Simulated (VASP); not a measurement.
**BaTe in VASP: how settings move the PBE single point**

Aim: see what changed inputs do to the PBE single point of the published phase of BaTe, under +4.5 % biaxial strain in x and y, free along z.

Code: VASP 6.6.1. PAW datasets, plane waves. (Simulation; spin polarisation is off.)

## Step 1: The structure to begin with

The cell comes from an earlier relaxation with r2SCAN in another program, then strained, with the atoms relaxed again.

Space group I4/mmm (No. 139), tetragonal; a = 5.219 Å, c = 6.979 Å in the conventional setting, 47.52 Å³ an atom. Near Ba stand 6 Te at 3.49–3.69 Å; near Te stand 6 Ba at 3.49–3.69 Å.

The structure in full:

```cif
data_structure
_symmetry_space_group_name_H-M 'P 1'
_symmetry_Int_Tables_number 1
_cell_length_a 5.0789
_cell_length_b 5.0789
_cell_length_c 5.2188
_cell_angle_alpha 59.084
_cell_angle_beta 59.084
_cell_angle_gamma 61.831
_cell_volume 95.04
loop_
_atom_site_label
_atom_site_type_symbol
_atom_site_fract_x
_atom_site_fract_y
_atom_site_fract_z
_atom_site_occupancy
Ba1 Ba 0.00000 0.00000 0.00000 1
Te1 Te 0.50000 0.50000 0.50000 1
```

## Step 2: Reference

INCAR

```
ENCUT = 520.000000
SIGMA = 0.020000
EDIFF = 1.00e-07
GGA = PE
PREC = Accurate
IBRION = -1
ISIF = 2
ISMEAR = -1
NBANDS = 15
NELM = 120
NSW = 0
LASPH = .TRUE.
LCHARG = .FALSE.
LWAVE = .FALSE.
LREAL = .FALSE.
```

KPOINTS

```
KPOINTS created by Atomic Simulation Environment
0
Gamma
6 6 6
0 0 0
```

POSCAR

```
Ba Te
 1.0000000000000000
     0.0000000000000000    3.6902766683000001    3.4896019900000002
     3.6902766683000001    0.0000000000000000    3.4896019900000002
     3.6902766683000001    3.6902766683000001    0.0000000000000000
 Ba  Te
   1   1
Cartesian
  0.0000000000000000  0.0000000000000000  0.0000000000000000
  3.6902766683000001  3.6902766683000001  3.4896019900000002
```

A file KPOINTS_OPT adds named points for the levels; it doesn't enter the self-consistent loop.

Potentials: the recommended PBE PAW datasets, 16 valence electrons.

Run with:

```console
$ mpirun -np 1 vasp_std
```

## Step 3: Altered input 1

INCAR, as its differences from that of step 2:

```diff
@@ -4,3 +4,2 @@
 GGA = PE
-PREC = Accurate
 IBRION = -1
@@ -15 +14,4 @@
 LREAL = .FALSE.
+IVDW = 10
+NELECT = 16.02
+PREC = Single
```

KPOINTS is that of step 2.

POSCAR is that of step 2.

## Step 4: Altered input 2

INCAR, as its differences from that of step 2:

```diff
@@ -1,2 +1 @@
-ENCUT = 520.000000
 SIGMA = 0.020000
@@ -15 +14,2 @@
 LREAL = .FALSE.
+ENCUT = 400
```

KPOINTS is that of step 2.

POSCAR is that of step 2.

## Step 5: Altered input 3

INCAR

```
ENCUT = 520.000000
EDIFF = 1.00e-07
GGA = PE
PREC = Accurate
IBRION = -1
ISIF = 2
NBANDS = 15
NELM = 120
NSW = 0
LASPH = .TRUE.
LCHARG = .FALSE.
LWAVE = .FALSE.
ISMEAR = 0
SIGMA = 0.2
LREAL = Auto
```

KPOINTS is that of step 2.

POSCAR is that of step 2.

## Step 6: Altered input 4

INCAR, as its differences from that of step 2:

```diff
@@ -9,3 +9,2 @@
 NBANDS = 15
-NELM = 120
 NSW = 0
@@ -15 +14,4 @@
 LREAL = .FALSE.
+NELM = 97
+ALGO = Damped
+TIME = 4.0
```

KPOINTS is that of step 2.

POSCAR is that of step 2.

What does the calculation give? Wanted: for each run, changed; ending; energy change; pressure; electronic steps; usable.

As calculated:

| run | changed | ending | energy change (meV/atom) | pressure (GPa) | gap on the mesh (eV; negative: overlap) | electronic steps | time | usable |
| --- | --- | --- | --- | --- | --- | --- | --- | --- |
| ref. | – | converged | 0 | -1.4 | 1.64 | 15 | 48 s | yes |
| 1 | IVDW = 10, NELECT = 16.02, PREC = Single | converged | – | -2.6 | – | 15 | 38 s | no |
| 2 | ENCUT = 400 | converged | 0.2 | -1.4 | 1.64 | 15 | 39 s | yes |
| 3 | ISMEAR = 0, SIGMA = 0.2, LREAL = Auto | converged | -0.3 | -1.4 | 1.64 | 15 | 86 s | yes |
| 4 | ALGO = Damped, TIME = 4 | not converged | – | – | – | 97 | 3.3 min | no |

**Reading.** Of 4 altered inputs, 1 gave no result, 1 ended normally on a faulty or unsound input, 2 gave usable results. Among the usable ones with comparable energies, «ISMEAR = 0, SIGMA = 0.2, LREAL = Auto» moves the energy most, by -0.3 meV/atom.

Spin-orbit coupling is left out, though the cell holds Te; it can move the gap.
